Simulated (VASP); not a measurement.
# Tc (P6_3/mmc) in VASP: a series of runs, part 2 of 7

VASP 6.6.1. Earlier steps stand in the parts before.

**7. Equation of state, PBE, 14.73 Å³/atom**

File INCAR:

```
SYSTEM = Tc
ADDGRID  = .FALSE.      
ALGO     = Normal         ! electronic algorithm
EDIFF    = 1E-6           ! SCF threshold, eV
ENCUT    = 350            ! plane-wave cutoff, eV
GGA      = PE             ! functional
ISIF     = 2              ! what is computed and relaxed
ISMEAR   = 0              ! smearing method
LASPH    = .TRUE.         ! aspherical terms in the spheres
LCHARG   = .FALSE.        ! write CHGCAR
LREAL    = .FALSE.        ! projectors in reciprocal space
LWAVE    = .FALSE.        ! write WAVECAR
NELM     = 100            ! most SCF steps
PREC     = Accurate       ! precision mode
SIGMA    = 0.1            ! smearing width, eV
```

File KPOINTS:

```
k-points
0
G
  3 3 2
  0 0 0
```

File POSCAR:

```
Tc
1.0
    2.7671304773      0.0000000000      0.0000000000
   -1.3835652386      2.3964052890      0.0000000000
    0.0000000000      0.0000000000      4.4415473866
Tc
2
Direct
    0.6666666667      0.3333333333      0.7500000000
    0.3333333333      0.6666666667      0.2500000000
```

Started as:

```console
$ cat potpaw_PBE.64/Tc_pv/POTCAR > POTCAR
$ mpirun -np 1 vasp_std > vasp.out
```

It took 7.3 s on 1 thread of AMD EPYC 7R43 (Zen 3), shared host; peak memory 0.08 GiB.

These settings aren't checked as converged: the numbers below hold their error.

Results:

```
Free energy            : -19.8050 eV
Pressure               : 3.2 GPa
Band gap on the k mesh : none (metal or under the smearing width)
```

Caveat: the k mesh is coarse (spacing up to 0.87 Å⁻¹), so the values aren't converged.

**8. Equation of state, PBE, 13.87 Å³/atom**

INCAR, as its differences from that of step 7:

```diff
@@ -4,3 +4,3 @@
 EDIFF    = 1E-6           ! SCF threshold, eV
-ENCUT    = 350            ! plane-wave cutoff, eV
+ENCUT    = 400            ! plane-wave cutoff, eV
 GGA      = PE             ! functional
```

KPOINTS is that of step 7.

File POSCAR:

```
Tc
1.0
    2.7123213399      0.0000000000      0.0000000000
   -1.3561606700      2.3489391836      0.0000000000
    0.0000000000      0.0000000000      4.3535727201
Tc
2
Direct
    0.6666666667      0.3333333333      0.7500000000
    0.3333333333      0.6666666667      0.2500000000
```

Started as:

```console
$ cat potpaw_PBE.64/Tc_pv/POTCAR > POTCAR
$ mpirun -np 1 vasp_std > vasp.out
```

Run time: 7.6 s. Hardware: 1 thread of AMD EPYC 7R43 (Zen 3), shared host; peak memory 0.08 GiB.

The run converged, but some of its settings lie outside the range that counts as converged, so its numbers aren't taken as properties of the crystal.

Results:

```
Free energy            : -19.6449 eV
Pressure               : 24.2 GPa
Band gap on the k mesh : none (metal or under the smearing width)
```

Caveat: the k mesh is coarse (spacing up to 0.89 Å⁻¹), so the values aren't converged.

**9. Equation of state, PBE, 14.73 Å³/atom**

INCAR is that of step 8.

KPOINTS is that of step 8.

File POSCAR:

```
Tc
1.0
    2.7671304773      0.0000000000      0.0000000000
   -1.3835652386      2.3964052890      0.0000000000
    0.0000000000      0.0000000000      4.4415473866
Tc
2
Direct
    0.6666666667      0.3333333333      0.7500000000
    0.3333333333      0.6666666667      0.2500000000
```

Potentials or basis: VASP PAW PBE potentials, release 64 (Tc_pv).

Started as:

```console
$ cat potpaw_PBE.64/Tc_pv/POTCAR > POTCAR
$ mpirun -np 1 vasp_std > vasp.out
```

It took 7.5 s on 1 thread of AMD EPYC 7R43 (Zen 3), shared host; peak memory 0.09 GiB.

The run converged, but some of its settings lie outside the range that counts as converged, so its numbers aren't taken as properties of the crystal.

Results:

- Free energy: -19.7992 eV
- Pressure: 2.8 GPa
- Band gap on the k mesh: none (metal or under the smearing width)

Caveat: the k mesh is coarse (spacing up to 0.87 Å⁻¹), so the values aren't converged.

**10. Equation of state, PBE, 13.87 Å³/atom**

INCAR, as its differences from that of step 9:

```diff
@@ -4,3 +4,3 @@
 EDIFF    = 1E-6           ! SCF threshold, eV
-ENCUT    = 400            ! plane-wave cutoff, eV
+ENCUT    = 450            ! plane-wave cutoff, eV
 GGA      = PE             ! functional
```

KPOINTS is that of step 9.

File POSCAR:

```
Tc
1.0
    2.7123213399      0.0000000000      0.0000000000
   -1.3561606700      2.3489391836      0.0000000000
    0.0000000000      0.0000000000      4.3535727201
Tc
2
Direct
    0.6666666667      0.3333333333      0.7500000000
    0.3333333333      0.6666666667      0.2500000000
```

Started as:

```console
$ cat potpaw_PBE.64/Tc_pv/POTCAR > POTCAR
$ mpirun -np 1 vasp_std > vasp.out
```

It took 7.9 s on 1 thread of AMD EPYC 7R43 (Zen 3), shared host; peak memory 0.09 GiB.

The run converged, but some of its settings lie outside the range that counts as converged, so its numbers aren't taken as properties of the crystal.

What came out:

| Item | Value |
| --- | --- |
| Free energy | -19.6429 eV |
| Pressure | 24.7 GPa |
| Band gap on the k mesh | none (metal or under the smearing width) |

Caveat: the k mesh is coarse (spacing up to 0.89 Å⁻¹), so the values aren't converged.

**11. Equation of state, PBE, 14.73 Å³/atom**

INCAR is that of step 10.

KPOINTS is that of step 10.

File POSCAR:

```
Tc
1.0
    2.7671304773      0.0000000000      0.0000000000
   -1.3835652386      2.3964052890      0.0000000000
    0.0000000000      0.0000000000      4.4415473866
Tc
2
Direct
    0.6666666667      0.3333333333      0.7500000000
    0.3333333333      0.6666666667      0.2500000000
```

Started as:

```console
$ cat potpaw_PBE.64/Tc_pv/POTCAR > POTCAR
$ mpirun -np 1 vasp_std > vasp.out
```

It took 8.2 s on 1 thread of AMD EPYC 7R43 (Zen 3), shared host; peak memory 0.1 GiB.

These settings aren't checked as converged: the numbers below hold their error.

What came out:

- Free energy: -19.7964 eV
- Pressure: 3.3 GPa
- Band gap on the k mesh: none (metal or under the smearing width)

Caveat: the k mesh is coarse (spacing up to 0.87 Å⁻¹), so the values aren't converged.

**12. Equation of state, PBE, 13.87 Å³/atom**

INCAR, as its differences from that of step 11:

```diff
@@ -4,3 +4,3 @@
 EDIFF    = 1E-6           ! SCF threshold, eV
-ENCUT    = 450            ! plane-wave cutoff, eV
+ENCUT    = 250            ! plane-wave cutoff, eV
 GGA      = PE             ! functional
```

File KPOINTS:

```
k-points
0
G
  4 4 3
  0 0 0
```

File POSCAR:

```
Tc
1.0
    2.7123213399      0.0000000000      0.0000000000
   -1.3561606700      2.3489391836      0.0000000000
    0.0000000000      0.0000000000      4.3535727201
Tc
2
Direct
    0.6666666667      0.3333333333      0.7500000000
    0.3333333333      0.6666666667      0.2500000000
```

Potentials or basis: VASP PAW PBE potentials, release 64 (Tc_pv).

Started as:

```console
$ cat potpaw_PBE.64/Tc_pv/POTCAR > POTCAR
$ mpirun -np 1 vasp_std > vasp.out
```

It took 5.8 s on 1 thread of AMD EPYC 7R43 (Zen 3), shared host; peak memory 0.07 GiB.

The run converged, but a check on its numbers failed (symmetry, net force, bounds or a known fault of this set-up), so they aren't taken as properties of the crystal.

Caveat: the k mesh is coarse (spacing up to 0.67 Å⁻¹), so the values aren't converged; the cutoff lies under the usual one of these potentials, so the numbers hold a large basis-set error.

**13. Equation of state, PBE, 14.73 Å³/atom**

INCAR is that of step 12.

KPOINTS is that of step 12.

File POSCAR:

```
Tc
1.0
    2.7671304773      0.0000000000      0.0000000000
   -1.3835652386      2.3964052890      0.0000000000
    0.0000000000      0.0000000000      4.4415473866
Tc
2
Direct
    0.6666666667      0.3333333333      0.7500000000
    0.3333333333      0.6666666667      0.2500000000
```

Started as:

```console
$ cat potpaw_PBE.64/Tc_pv/POTCAR > POTCAR
$ mpirun -np 1 vasp_std > vasp.out
```

Wall time 5.9 s (1 thread of AMD EPYC 7R43 (Zen 3), shared host); peak memory 0.07 GiB.

The run converged, but a check on its numbers failed (symmetry, net force, bounds or a known fault of this set-up), so they aren't taken as properties of the crystal.

Caveat: the k mesh is coarse (spacing up to 0.66 Å⁻¹), so the values aren't converged; the cutoff lies under the usual one of these potentials, so the numbers hold a large basis-set error.

**14. Equation of state, PBE, 13.87 Å³/atom**

INCAR, as its differences from that of step 13:

```diff
@@ -4,3 +4,3 @@
 EDIFF    = 1E-6           ! SCF threshold, eV
-ENCUT    = 250            ! plane-wave cutoff, eV
+ENCUT    = 550            ! plane-wave cutoff, eV
 GGA      = PE             ! functional
```

File KPOINTS:

```
k-points
0
G
  3 3 2
  0 0 0
```

File POSCAR:

```
Tc
1.0
    2.7123213399      0.0000000000      0.0000000000
   -1.3561606700      2.3489391836      0.0000000000
    0.0000000000      0.0000000000      4.3535727201
Tc
2
Direct
    0.6666666667      0.3333333333      0.7500000000
    0.3333333333      0.6666666667      0.2500000000
```

Started as:

```console
$ cat potpaw_PBE.64/Tc_pv/POTCAR > POTCAR
$ mpirun -np 1 vasp_std > vasp.out
```

Run time: 11 s. Hardware: 1 thread of AMD EPYC 7R43 (Zen 3), shared host; peak memory 0.11 GiB.

These settings aren't checked as converged: the numbers below hold their error.

Results:

```yaml
Free_energy: -19.6445 eV
Pressure: 25.5 GPa
Band_gap_on_the_k_mesh: none (metal or under the smearing width)
```

Caveat: the k mesh is coarse (spacing up to 0.89 Å⁻¹), so the values aren't converged.

**15. Equation of state, PBE, 14.73 Å³/atom**

INCAR is that of step 14.

KPOINTS is that of step 14.

File POSCAR:

```
Tc
1.0
    2.7671304773      0.0000000000      0.0000000000
   -1.3835652386      2.3964052890      0.0000000000
    0.0000000000      0.0000000000      4.4415473866
Tc
2
Direct
    0.6666666667      0.3333333333      0.7500000000
    0.3333333333      0.6666666667      0.2500000000
```

Potentials or basis: VASP PAW PBE potentials, release 64 (Tc_pv).

Started as:

```console
$ cat potpaw_PBE.64/Tc_pv/POTCAR > POTCAR
$ mpirun -np 1 vasp_std > vasp.out
```

It took 10 s on 1 thread of AMD EPYC 7R43 (Zen 3), shared host; peak memory 0.11 GiB.

These settings aren't checked as converged: the numbers below hold their error.

Results:

* Free energy: -19.7974 eV
* Pressure: 4.0 GPa
* Band gap on the k mesh: none (metal or under the smearing width)

Caveat: the k mesh is coarse (spacing up to 0.87 Å⁻¹), so the values aren't converged.

**16. Equation of state, PBE, 13.87 Å³/atom**

INCAR, as its differences from that of step 15:

```diff
@@ -4,3 +4,3 @@
 EDIFF    = 1E-6           ! SCF threshold, eV
-ENCUT    = 550            ! plane-wave cutoff, eV
+ENCUT    = 250            ! plane-wave cutoff, eV
 GGA      = PE             ! functional
```

File KPOINTS:

```
k-points
0
G
  5 5 3
  0 0 0
```

File POSCAR:

```
Tc
1.0
    2.7123213399      0.0000000000      0.0000000000
   -1.3561606700      2.3489391836      0.0000000000
    0.0000000000      0.0000000000      4.3535727201
Tc
2
Direct
    0.6666666667      0.3333333333      0.7500000000
    0.3333333333      0.6666666667      0.2500000000
```

Started as:

```console
$ cat potpaw_PBE.64/Tc_pv/POTCAR > POTCAR
$ mpirun -np 1 vasp_std > vasp.out
```

Wall time 5.9 s (1 thread of AMD EPYC 7R43 (Zen 3), shared host); peak memory 0.07 GiB.

The run converged, but a check on its numbers failed (symmetry, net force, bounds or a known fault of this set-up), so they aren't taken as properties of the crystal.

Caveat: the k mesh is coarse (spacing up to 0.53 Å⁻¹), so the values aren't converged; the cutoff lies under the usual one of these potentials, so the numbers hold a large basis-set error.

**17. Equation of state, PBE, 14.73 Å³/atom**

INCAR is that of step 16.

KPOINTS is that of step 16.

File POSCAR:

```
Tc
1.0
    2.7671304773      0.0000000000      0.0000000000
   -1.3835652386      2.3964052890      0.0000000000
    0.0000000000      0.0000000000      4.4415473866
Tc
2
Direct
    0.6666666667      0.3333333333      0.7500000000
    0.3333333333      0.6666666667      0.2500000000
```

Started as:

```console
$ cat potpaw_PBE.64/Tc_pv/POTCAR > POTCAR
$ mpirun -np 1 vasp_std > vasp.out
```

Run time: 6.5 s. Hardware: 1 thread of AMD EPYC 7R43 (Zen 3), shared host; peak memory 0.07 GiB.

The run converged, but a check on its numbers failed (symmetry, net force, bounds or a known fault of this set-up), so they aren't taken as properties of the crystal.

Caveat: the k mesh is coarse (spacing up to 0.52 Å⁻¹), so the values aren't converged; the cutoff lies under the usual one of these potentials, so the numbers hold a large basis-set error.

**18. Equation of state, PBE, 13.87 Å³/atom**

INCAR, as its differences from that of step 17:

```diff
@@ -4,3 +4,3 @@
 EDIFF    = 1E-6           ! SCF threshold, eV
-ENCUT    = 250            ! plane-wave cutoff, eV
+ENCUT    = 350            ! plane-wave cutoff, eV
 GGA      = PE             ! functional
```

File KPOINTS:

```
k-points
0
G
  4 4 3
  0 0 0
```

File POSCAR:

```
Tc
1.0
    2.7123213399      0.0000000000      0.0000000000
   -1.3561606700      2.3489391836      0.0000000000
    0.0000000000      0.0000000000      4.3535727201
Tc
2
Direct
    0.6666666667      0.3333333333      0.7500000000
    0.3333333333      0.6666666667      0.2500000000
```

Potentials or basis: VASP PAW PBE potentials, release 64 (Tc_pv).

Started as:

```console
$ cat potpaw_PBE.64/Tc_pv/POTCAR > POTCAR
$ mpirun -np 1 vasp_std > vasp.out
```

It took 7.8 s on 1 thread of AMD EPYC 7R43 (Zen 3), shared host; peak memory 0.08 GiB.

These settings aren't checked as converged: the numbers below hold their error.

What came out:

```
Free energy            : -20.7230 eV
Pressure               : 13.6 GPa
Band gap on the k mesh : none (metal or under the smearing width)
```

Caveat: the k mesh is coarse (spacing up to 0.67 Å⁻¹), so the values aren't converged.

**19. Equation of state, PBE, 14.73 Å³/atom**

INCAR is that of step 18.

KPOINTS is that of step 18.

File POSCAR:

```
Tc
1.0
    2.7671304773      0.0000000000      0.0000000000
   -1.3835652386      2.3964052890      0.0000000000
    0.0000000000      0.0000000000      4.4415473866
Tc
2
Direct
    0.6666666667      0.3333333333      0.7500000000
    0.3333333333      0.6666666667      0.2500000000
```

Started as:

```console
$ cat potpaw_PBE.64/Tc_pv/POTCAR > POTCAR
$ mpirun -np 1 vasp_std > vasp.out
```

Wall time 7.5 s (1 thread of AMD EPYC 7R43 (Zen 3), shared host); peak memory 0.08 GiB.

The run converged, but some of its settings lie outside the range that counts as converged, so its numbers aren't taken as properties of the crystal.

What came out:

```yaml
Free_energy: -20.7707 eV
Pressure: -6.0 GPa
Band_gap_on_the_k_mesh: none (metal or under the smearing width)
```

Caveat: the k mesh is coarse (spacing up to 0.66 Å⁻¹), so the values aren't converged.

**20. Equation of state, PBE, 13.87 Å³/atom**

INCAR, as its differences from that of step 19:

```diff
@@ -4,3 +4,3 @@
 EDIFF    = 1E-6           ! SCF threshold, eV
-ENCUT    = 350            ! plane-wave cutoff, eV
+ENCUT    = 700            ! plane-wave cutoff, eV
 GGA      = PE             ! functional
```

File KPOINTS:

```
k-points
0
G
  3 3 2
  0 0 0
```

File POSCAR:

```
Tc
1.0
    2.7123213399      0.0000000000      0.0000000000
   -1.3561606700      2.3489391836      0.0000000000
    0.0000000000      0.0000000000      4.3535727201
Tc
2
Direct
    0.6666666667      0.3333333333      0.7500000000
    0.3333333333      0.6666666667      0.2500000000
```

Started as:

```console
$ cat potpaw_PBE.64/Tc_pv/POTCAR > POTCAR
$ mpirun -np 1 vasp_std > vasp.out
```

It took 12 s on 1 thread of AMD EPYC 7R43 (Zen 3), shared host; peak memory 0.12 GiB.

These settings aren't checked as converged: the numbers below hold their error.

Results:

- Free energy: -19.6444 eV
- Pressure: 25.5 GPa
- Band gap on the k mesh: none (metal or under the smearing width)

Caveat: the k mesh is coarse (spacing up to 0.89 Å⁻¹), so the values aren't converged.

**21. Equation of state, PBE, 14.73 Å³/atom**

INCAR is that of step 20.

KPOINTS is that of step 20.

File POSCAR:

```
Tc
1.0
    2.7671304773      0.0000000000      0.0000000000
   -1.3835652386      2.3964052890      0.0000000000
    0.0000000000      0.0000000000      4.4415473866
Tc
2
Direct
    0.6666666667      0.3333333333      0.7500000000
    0.3333333333      0.6666666667      0.2500000000
```

Potentials or basis: VASP PAW PBE potentials, release 64 (Tc_pv).

Started as:

```console
$ cat potpaw_PBE.64/Tc_pv/POTCAR > POTCAR
$ mpirun -np 1 vasp_std > vasp.out
```

It took 11 s on 1 thread of AMD EPYC 7R43 (Zen 3), shared host; peak memory 0.12 GiB.

The run converged, but some of its settings lie outside the range that counts as converged, so its numbers aren't taken as properties of the crystal.

Results:

* Free energy: -19.7971 eV
* Pressure: 4.0 GPa
* Band gap on the k mesh: none (metal or under the smearing width)

Caveat: the k mesh is coarse (spacing up to 0.87 Å⁻¹), so the values aren't converged.

**22. Equation of state, PBE, 13.87 Å³/atom**

INCAR, as its differences from that of step 21:

```diff
@@ -4,3 +4,3 @@
 EDIFF    = 1E-6           ! SCF threshold, eV
-ENCUT    = 700            ! plane-wave cutoff, eV
+ENCUT    = 400            ! plane-wave cutoff, eV
 GGA      = PE             ! functional
```

File KPOINTS:

```
k-points
0
G
  4 4 3
  0 0 0
```

File POSCAR:

```
Tc
1.0
    2.7123213399      0.0000000000      0.0000000000
   -1.3561606700      2.3489391836      0.0000000000
    0.0000000000      0.0000000000      4.3535727201
Tc
2
Direct
    0.6666666667      0.3333333333      0.7500000000
    0.3333333333      0.6666666667      0.2500000000
```

Started as:

```console
$ cat potpaw_PBE.64/Tc_pv/POTCAR > POTCAR
$ mpirun -np 1 vasp_std > vasp.out
```

Run time: 6.6 s. Hardware: 1 thread of AMD EPYC 7R43 (Zen 3), shared host; peak memory 0.09 GiB.

The run converged, but some of its settings lie outside the range that counts as converged, so its numbers aren't taken as properties of the crystal.

What came out:

```
Free energy            : -20.7191 eV
Pressure               : 13.3 GPa
Band gap on the k mesh : none (metal or under the smearing width)
```

Caveat: the k mesh is coarse (spacing up to 0.67 Å⁻¹), so the values aren't converged.

**23. Equation of state, PBE, 14.73 Å³/atom**

INCAR is that of step 22.

KPOINTS is that of step 22.

File POSCAR:

```
Tc
1.0
    2.7671304773      0.0000000000      0.0000000000
   -1.3835652386      2.3964052890      0.0000000000
    0.0000000000      0.0000000000      4.4415473866
Tc
2
Direct
    0.6666666667      0.3333333333      0.7500000000
    0.3333333333      0.6666666667      0.2500000000
```

Started as:

```console
$ cat potpaw_PBE.64/Tc_pv/POTCAR > POTCAR
$ mpirun -np 1 vasp_std > vasp.out
```

Run time: 6.9 s. Hardware: 1 thread of AMD EPYC 7R43 (Zen 3), shared host; peak memory 0.09 GiB.

These settings aren't checked as converged: the numbers below hold their error.

Results:

```yaml
Free_energy: -20.7646 eV
Pressure: -6.4 GPa
Band_gap_on_the_k_mesh: none (metal or under the smearing width)
```

Caveat: the k mesh is coarse (spacing up to 0.66 Å⁻¹), so the values aren't converged.

**24. Equation of state, PBE, 13.87 Å³/atom**

INCAR, as its differences from that of step 23:

```diff
@@ -4,3 +4,3 @@
 EDIFF    = 1E-6           ! SCF threshold, eV
-ENCUT    = 400            ! plane-wave cutoff, eV
+ENCUT    = 450            ! plane-wave cutoff, eV
 GGA      = PE             ! functional
```

KPOINTS is that of step 23.

File POSCAR:

```
Tc
1.0
    2.7123213399      0.0000000000      0.0000000000
   -1.3561606700      2.3489391836      0.0000000000
    0.0000000000      0.0000000000      4.3535727201
Tc
2
Direct
    0.6666666667      0.3333333333      0.7500000000
    0.3333333333      0.6666666667      0.2500000000
```

Potentials or basis: VASP PAW PBE potentials, release 64 (Tc_pv).

Started as:

```console
$ cat potpaw_PBE.64/Tc_pv/POTCAR > POTCAR
$ mpirun -np 1 vasp_std > vasp.out
```

It took 8.3 s on 1 thread of AMD EPYC 7R43 (Zen 3), shared host; peak memory 0.09 GiB.

The run converged, but some of its settings lie outside the range that counts as converged, so its numbers aren't taken as properties of the crystal.

What came out:

```yaml
Free_energy: -20.7173 eV
Pressure: 13.8 GPa
Band_gap_on_the_k_mesh: none (metal or under the smearing width)
```

Caveat: the k mesh is coarse (spacing up to 0.67 Å⁻¹), so the values aren't converged.

**25. Equation of state, PBE, 14.73 Å³/atom**

INCAR is that of step 24.

KPOINTS is that of step 24.

File POSCAR:

```
Tc
1.0
    2.7671304773      0.0000000000      0.0000000000
   -1.3835652386      2.3964052890      0.0000000000
    0.0000000000      0.0000000000      4.4415473866
Tc
2
Direct
    0.6666666667      0.3333333333      0.7500000000
    0.3333333333      0.6666666667      0.2500000000
```

Started as:

```console
$ cat potpaw_PBE.64/Tc_pv/POTCAR > POTCAR
$ mpirun -np 1 vasp_std > vasp.out
```

Run time: 8.8 s. Hardware: 1 thread of AMD EPYC 7R43 (Zen 3), shared host; peak memory 0.09 GiB.

The run converged, but some of its settings lie outside the range that counts as converged, so its numbers aren't taken as properties of the crystal.

What came out:

```yaml
Free_energy: -20.7626 eV
Pressure: -5.9 GPa
Band_gap_on_the_k_mesh: none (metal or under the smearing width)
```

Caveat: the k mesh is coarse (spacing up to 0.66 Å⁻¹), so the values aren't converged.

(Continued in part 3 of 7.)
